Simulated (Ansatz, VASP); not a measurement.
**Two plane-wave programs on C**

File INCAR:

```
SYSTEM = C
PREC = Accurate
ENCUT = 480
EDIFF = 1E-7
ISMEAR = -1
SIGMA = 0.05
LREAL = .FALSE.
LASPH = .TRUE.
NELM = 80
ALGO = Normal
ISIF = 3
LWAVE = .FALSE.
LCHARG = .FALSE.
GGA = PE
IBRION = 2
NSW = 60
EDIFFG = -0.01
```

File KPOINTS:

```
Automatic mesh
0
G
  13 13 13
  0 0 0
```

POSCAR

```
C
1.0
    0.0000000000      1.7833700000      1.7833700000
    1.7833700000      0.0000000000      1.7833700000
    1.7833700000      1.7833700000      0.0000000000
C
2
Direct
    0.7500000000      0.7500000000      0.7500000000
    0.5000000000      0.5000000000      0.5000000000
```

File input.yaml:

```yaml
crystal:
  lattice:
    - [0.0, 1.78337, 1.78337]
    - [1.78337, 0.0, 1.78337]
    - [1.78337, 1.78337, 0.0]
  atoms:
    - { symbol: C, position: [0.75, 0.75, 0.75] }
    - { symbol: C, position: [0.5, 0.5, 0.5] }
hamiltonian:
  xc: pbe
  pseudopotentials: { kind: paw }
kpoints:
  mp_grid: { grid: [13, 13, 13] }
scf:
  occupations: { method: fermi_dirac, width: 0.05 }
output:
  forces: true
  stress: true
  write_density: true
  write_potential: true
  elf: true
  volumetric_format: npy
relax:
  f_tol: 0.01
  max_steps: 40
  cell: { stress_tol: 0.05 }
```

This isn't the form of C at room conditions, which is graphite.

Alike in both runs: task relaxation of cell and atoms; functional PBE; k mesh 13 × 13 × 13; occupations fermi-dirac, width 0.05 eV; no spin polarisation.

|  | VASP | Ansatz |
| --- | --- | --- |
| version | VASP 6.6.1 | Ansatz 0.2.0 |
| potentials or method | VASP PAW PBE potentials, release 64 (C_s) | Ansatz PAW |
| plane-wave cutoff (eV) | 480 | 420 |
| valence electrons in the cell | 8 | 8 |

```csv
,VASP,Ansatz,Ansatz less VASP
"gap on the k mesh at the Fermi level, each at its own relaxed structure (eV)",4.14,4.14,-0.002
relaxed volume (Å³/atom),5.71,5.69,-0.017
relaxed cell length with the largest relative difference (Å),2.528,2.525,-0.0025
```

Caveats: an odd mesh through Γ misses points on the zone boundary, where band edges often lie (VASP); odd divisions of the mesh miss points on the zone boundary, where band edges often lie, so the gap on the mesh can be too wide (Ansatz); the plane-wave basis is chosen anew once the cell has moved, so the energies of steps on either side of that aren't comparable (Ansatz); the pressure holds a Pulay correction of +1.0 GPa for the finite cutoff (Ansatz). Zero-point motion and thermal expansion aren't in these numbers.
